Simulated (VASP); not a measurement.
# Cl2 in VASP: notebook

The runs below take Cl2 through single point, relaxation of the atoms, with PBE.

Everything below comes from runs of VASP 6.6.1. Logs are shortened: lines on timing, memory, paths and dates and some standing lists are left out, and cuts for length are marked.

### Step 1. The structure

The cell holds a molecule_in_box, 2 atoms: a = 11.000 Å, b = 11.500 Å, c = 12.000 Å, α = 90.00°, β = 90.00°, γ = 90.00°.

### Step 2. Single point, PBE

Contents of INCAR:

```
PREC = Accurate ; ENCUT = 520
EDIFF = 1E-6 ; ISMEAR = 0
SIGMA = 0.01 ; LREAL = F
LASPH = T ; NELM = 100
ALGO = Normal ; ISIF = 2
LWAVE = F ; LCHARG = F
GGA = PE ; NBANDS = 14
```

Contents of KPOINTS:

```
Automatic mesh
0
Gamma
  1 1 1
```

Contents of POSCAR:

```
Cl
1.0
   11.0000000000      0.0000000000      0.0000000000
    0.0000000000     11.5000000000      0.0000000000
    0.0000000000      0.0000000000     12.0000000000
Cl
2
Direct
    0.5000000000      0.5000000000      0.4165043615
    0.5000000000      0.5000000000      0.5834956385
```

Potentials or basis: VASP PAW PBE potentials, release 64 (Cl).

On the command line:

```sh
cat potpaw_PBE.64/Cl/POTCAR > POTCAR
mpirun -np 1 vasp_gam > vasp.out
```

OUTCAR:

```text
PREC = Accurate
   ENCUT = 520
   EDIFF = 1E-6
   ISMEAR = 0
   LREAL = F
   LASPH = T
   NELM = 100
   ISIF = 2
   GGA = PE

 ion  position               nearest neighbor table
   1  0.500  0.500  0.417-   2 2.00
   2  0.500  0.500  0.583-   1 2.00

  LATTYP: Found a simple orthorhombic cell.
 ALAT       =    11.0000000000
 B/A-ratio  =     1.0454545455
 C/A-ratio  =     1.0909090909

  Lattice vectors:

 A1 = (  11.0000000000,   0.0000000000,   0.0000000000)
 A2 = (   0.0000000000,  11.5000000000,   0.0000000000)
 A3 = (   0.0000000000,   0.0000000000,  12.0000000000)

Analysis of symmetry for initial positions (statically):
=====================================================================
 Subroutine PRICEL returns:
 Original cell was already a primitive cell.

 Routine SETGRP: Setting up the symmetry group for a
 simple orthorhombic supercell.

 Subroutine GETGRP returns: Found  8 space group operations
 (whereof  8 operations were pure point group operations)
 out of a pool of  8 trial point group operations.

The static configuration has the point symmetry D_2h.

Analysis of symmetry for dynamics (positions and initial velocities):
=====================================================================
 Subroutine PRICEL returns:
 Original cell was already a primitive cell.

 Routine SETGRP: Setting up the symmetry group for a
 simple orthorhombic supercell.

 Subroutine GETGRP returns: Found  8 space group operations
 (whereof  8 operations were pure point group operations)
 out of a pool of  8 trial point group operations.

The dynamic configuration has the point symmetry D_2h.

 Subroutine INISYM returns: Found  8 space group operations
 (whereof  8 operations are pure point group operations),
 and found     1 'primitive' translations

----------------------------------------------------------------------------------------

                                     Primitive cell

  volume of cell :    1518.0000

  direct lattice vectors                    reciprocal lattice vectors
    11.000000000  0.000000000  0.000000000     0.090909091  0.000000000  0.000000000
     0.000000000 11.500000000  0.000000000     0.000000000  0.086956522  0.000000000
     0.000000000  0.000000000 12.000000000     0.000000000  0.000000000  0.083333333

  length of vectors
    11.000000000 11.500000000 12.000000000     0.090909091  0.086956522  0.083333333

  position of ions in fractional coordinates (direct lattice)
     0.500000000  0.500000000  0.416504362
     0.500000000  0.500000000  0.583495638

  ion indices of the primitive-cell ions
   primitive index   ion index
                 1           1
                 2           2

----------------------------------------------------------------------------------------

 KPOINTS: Automatic mesh

Automatic generation of k-mesh.
 Grid dimensions read from file:
 generate k-points for:    1    1    1

 Generating k-lattice:

  Cartesian coordinates                     Fractional coordinates (reciprocal lattice)
     0.090909091  0.000000000  0.000000000     1.000000000  0.000000000  0.000000000
     0.000000000  0.086956522  0.000000000     0.000000000  1.000000000  0.000000000
     0.000000000  0.000000000  0.083333333     0.000000000  0.000000000  1.000000000

  Length of vectors
     0.090909091  0.086956522  0.083333333

  Shift w.r.t. Gamma in fractional coordinates (k-lattice)
     0.000000000  0.000000000  0.000000000

 Subroutine IBZKPT returns following result:
 ===========================================

 Found      1 irreducible k-points:

 Following reciprocal coordinates:
            Coordinates               Weight
  0.000000  0.000000  0.000000      1.000000
   k-points           NKPTS =      1   k-points in BZ     NKDIM =      1   number of bands    NBANDS=     14
   number of dos      NEDOS =    301   number of ions     NIONS =      2
   total plane-waves  NPLWV = 680400
   dimension x,y,z NGX =    84 NGY =   90 NGZ =   90
   dimension x,y,z NGXF=   168 NGYF=  180 NGZF=  180
   ions per type =               2
   NGX,Y,Z   is equivalent  to a cutoff of  12.70, 13.01, 12.47 a.u.
   NGXF,Y,Z  is equivalent  to a cutoff of  25.39, 26.02, 24.94 a.u.
 SYSTEM =  unknown system
   PREC   = accura    normal or accurate (medium, high low for compatibility)
   ISTART =      0    job   : 0-new  1-cont  2-samecut
   ICHARG =      2    charge: 1-file 2-atom 10-const
   ISPIN  =      1    spin polarized calculation?
   LNONCOLLINEAR =      F non collinear calculations
   LSORBIT =      F    spin-orbit coupling
   LASPH  =      T    aspherical Exc in radial PAW
   ENCUT  =  520.0 eV  38.22 Ry    6.18 a.u.  20.45 21.38 22.31*2*pi/ulx,y,z
   NELM   =    100;   NELMIN=  2; NELMDL= -5     # of ELM steps
   EDIFF  = 0.1E-05   stopping-criterion for ELM
   LREAL  =      F    real-space projection
   EDIFFG = 0.1E-04   stopping-criterion for IOM
   NSW    =      0    number of steps for IOM
   IBRION =     -1    ionic relax: 0-MD 1-quasi-New 2-CG
   NFREE  =      0    steps in history (QN), initial steepest desc. (CG)
   ISIF   =      2    stress and relaxation
   ISYM   =      2    0-nonsym 1-usesym 2-fastsym
   POTIM  = 0.5000    time-step for ionic-motion
   TEBEG  =    0.0;   TEEND  =   0.0 temperature during run
   PSTRESS=    0.0 pullay stress
   NELECT =      14.0000    total number of electrons
   NUPDOWN=      -1.0000    fix difference up-down
   EMIN   =  10.00;   EMAX   =-10.00  energy-range for DOS
   EFERMI =   0.00;   METHOD = LEGACY
   ISMEAR =     0;   SIGMA  =   0.01  broadening in eV -4-tet -1-fermi 0-gaus
   EFERMI_NEDOS =   21; number of points for ismear=-14 and -15
   IALGO  =     38    algorithm
   IMIX   =      4    mixing-type and parameters
     AMIX     =   0.40;   BMIX     =  1.00
     AMIX_MAG =   1.60;   BMIX_MAG =  1.00
  volume/ion in A,a.u.               =     759.00      5121.98
  Fermi-wavevector in a.u.,A,eV,Ry     =   0.343316  0.648772  1.603659  0.117866
  Thomas-Fermi vector in A             =   1.249398
   LORBIT       =      0    0 simple, 1 ext, 2 COOP (PROOUT), +10 PAW based schemes
   GGA     = PE    functional components
   LHFCALC =     F    Hartree Fock is set to
   AEXX    =    0.0000 exact exchange contribution
   IVDW    =     0    specifies the selected vdW correction
   LEPSILON=     F    determine dielectric tensor
   LRPA    =     F    only Hartree local field effects (RPA)
 non-spin polarized calculation
 Gauss-broadening in eV      SIGMA  =   0.01
  energy-cutoff  :      520.00
  volume of cell :     1518.00
 maximum number of plane-waves:     20458
 NGX is ok and might be reduce to    84
   NGX = 41   NGY = 43   NGZ = 45

 number of electron      13.9999998 magnetization

 Free energy of the ion-electron system (eV)
  ---------------------------------------------------
  ext. energy  EPLUGINS =         0.00000000
  ---------------------------------------------------
  free energy    TOTEN  =        -3.59674777 eV

  energy without entropy =       -3.59674777  energy(sigma->0) =       -3.59674777

 E-fermi :  -6.9724     XC(G=0):  -0.6362

 val. band max:       -7.0813718328   @ k =   0.0000   0.0000   0.0000
 cond. band min:      -4.0850619266   @ k =   0.0000   0.0000   0.0000
 fundamental gap:      2.9963099062
 Fermi energy:        -6.9723707547

 k-point     1 :       0.0000    0.0000    0.0000
  band No.  band energies     occupation
      1     -23.2313      2.00000
      2     -19.0799      2.00000
      3     -11.7103      2.00000
      4      -9.6900      2.00000
      5      -9.6900      2.00000
      6      -7.0814      2.00000
      7      -7.0814      2.00000
      8      -4.0851      0.00000
      9      -0.3234      0.00000
     10       0.7446      0.00000
     11       0.8016      0.00000
     12       0.9030      0.00000
     13       0.9854      0.00000
     14       1.0509      0.00000

------------------------ aborting loop because EDIFF is reached ----------------------------------------

  FORCE on cell =-STRESS in cart. coord.  units (eV):
  Direction    XX          YY          ZZ          XY          YZ          ZX
  --------------------------------------------------------------------------------------
  -------------------------------------------------------------------------------------
  Total       -0.0217186     -0.0223481     -0.3982318      0.0000000      0.0000000      0.0000000
  in kB       -0.0229230     -0.0235874     -0.4203149      0.0000000      0.0000000      0.0000000
  external PRESSURE =      -0.1556084 kB  Pullay stress =       0.0000000 kB

 VOLUME and BASIS-vectors are now :
 -----------------------------------------------------------------------------
  energy-cutoff  :      520.00
  volume of cell :     1518.00
      direct lattice vectors                 reciprocal lattice vectors
    11.000000000  0.000000000  0.000000000     0.090909091  0.000000000  0.000000000
     0.000000000 11.500000000  0.000000000     0.000000000  0.086956522  0.000000000
     0.000000000  0.000000000 12.000000000     0.000000000  0.000000000  0.083333333

 POSITION                                       TOTAL-FORCE (eV/Angst)
 -----------------------------------------------------------------------------------
      5.50000      5.75000      4.99805         0.000000      0.000000      0.187715
      5.50000      5.75000      7.00195         0.000000      0.000000     -0.187715
 -----------------------------------------------------------------------------------
    total drift:                               -0.000000     -0.000000      0.000000

  FREE ENERGIE OF THE ION-ELECTRON SYSTEM (eV)
  ---------------------------------------------------
  free  energy   TOTEN  =        -3.5967477722 eV

  energy  without entropy=       -3.5967477722  energy(sigma->0) =       -3.59674777
```

It took 56 s on 1 thread of AMD EPYC 9R45 (Zen 5), shared host; peak memory 0.95 GiB.

What came out:

```
Free energy                     : -3.5967 eV
Largest force                   : 0.188 eV/Å
Gap between the frontier levels : 3.00 eV
```

Forces in eV/Å, atoms in the order of the input:
```
Cl   0.000  0.000  0.188
Cl   0.000  0.000 -0.188
```

As with any semilocal functional, this PBE gap is likely too small.

### Step 3. Relaxation of the atoms, PBE

Contents of INCAR:

```
SYSTEM = Cl
PREC = Accurate
ENCUT = 520
EDIFF = 1E-7
ISMEAR = 0
SIGMA = 0.01
LREAL = .FALSE.
LASPH = .TRUE.
NELM = 100
ALGO = Normal
ISIF = 2
LWAVE = .FALSE.
LCHARG = .FALSE.
GGA = PE
IBRION = 2
NSW = 50
EDIFFG = -0.005
```

Contents of KPOINTS:

```
Automatic mesh
0
G
  1 1 1
  0 0 0
```

Contents of POSCAR:

```
Cl
1.0
   11.0000000000      0.0000000000      0.0000000000
    0.0000000000     11.5000000000      0.0000000000
    0.0000000000      0.0000000000     12.0000000000
Cl
2
Direct
    0.5000000000      0.5000000000      0.4166666667
    0.5000000000      0.5000000000      0.5833333333
```

Potentials or basis: VASP PAW PBE potentials, release 64 (Cl).

On the command line:

```sh
cat potpaw_PBE.64/Cl/POTCAR > POTCAR
mpirun -np 1 vasp_gam > vasp.out
```

Wall time 1.8 min (1 thread of AMD EPYC 9R45 (Zen 5), shared host); peak memory 1.2 GiB.

The run converged. Its results:

- Free energy: -3.5977 eV
- Energy gained by relaxing: 0.2 meV/atom
- Ionic steps: 3
- Gap between the frontier levels: 3.06 eV

The path:
| step | energy change (eV) | largest force (eV/Å) | pressure (GPa) |
| --- | --- | --- | --- |
| 1 | 0.0000 | 0.1173 | -0.01 |
| 2 | -0.0001 | 0.0947 | 0.00 |
| 3 | -0.0004 | 0.0002 | 0.00 |

Final structure:
```yaml
crystal:
  lattice:
    - [11.00000, 0.00000, 0.00000]
    - [0.00000, 11.50000, 0.00000]
    - [0.00000, 0.00000, 12.00000]
  atoms:
    - { symbol: Cl, position: [0.50000, 0.50000, 0.41693] }
    - { symbol: Cl, position: [0.50000, 0.50000, 0.58307] }
```

Levels at points of the mesh, in eV from the valence-band top:
```csv
k point,band 3,band 4,band 5,band 6,band 7,band 8,band 9,band 10,band 11
"(0.00, 0.00, 0.00)",-4.67,-2.66,-2.66,0.00,0.00,3.06,6.74,7.80,7.87
```
